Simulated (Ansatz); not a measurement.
All numbers below come from DFT PBE, scalar-relativistic, plane waves, PAW in Ansatz 0.2.0. Settings: cutoff 420 eV, Γ-centred meshes spaced at most about 0.3 Å⁻¹, and about 0.25 Å⁻¹ or finer for metals (2π included), Gaussian smearing. No spin polarisation.

Temperature and zero-point effects are left out.

Problem. Which of these relaxed structures of HPb4 is the lowest in energy?
1.

```
H Pb
1.0
     5.09041    0.00000    0.00000
     0.00000    5.09041    0.00000
     0.00000    0.00000    5.09041
H Pb
1 4
Direct
  0.50000 0.50000 0.50000
  0.00000 0.00000 0.00000
  0.50000 0.50000 0.00000
  0.50000 0.00000 0.50000
  0.00000 0.50000 0.50000
```

2.

```
H Pb
1.0
     3.58513    0.00000    0.00000
    -1.79256    3.10481    0.00000
     0.00000    0.00000   11.78095
H Pb
1 4
Cartesian
  0.0000 0.0000 0.0000
  0.0000 2.0699 10.2636
  0.0000 2.0699 4.4626
  1.7926 1.0349 1.5173
  1.7926 1.0349 7.3183
```

Solution. 1. The other, cell 2, lies 33 meV/atom higher. Forms: cell 1 Pm-3m; cell 2 P-3m1. Counting Pb atoms around H (those within 1.25 times the shortest such distance or 1.15 times the sum of covalent radii, 1.27 where that leaves under three; the shortest distance is added where it exceeds 1.18 times the sum of covalent radii): cell 1 has H 6 from 2.5 Å; cell 2 has H 6 from 2.6 Å. Both come from invented guesses. Even the lowest of the cells shown lies +0.18 eV/atom against the elements.

Spin–orbit coupling, which can matter for Pb, is left out. With hydrogen, zero-point motion can shift such differences by 10 meV/atom or more. Cells relaxed within their symmetry can be saddle points. Some types were kept out of the candidates beforehand, so the set may lack a known form.
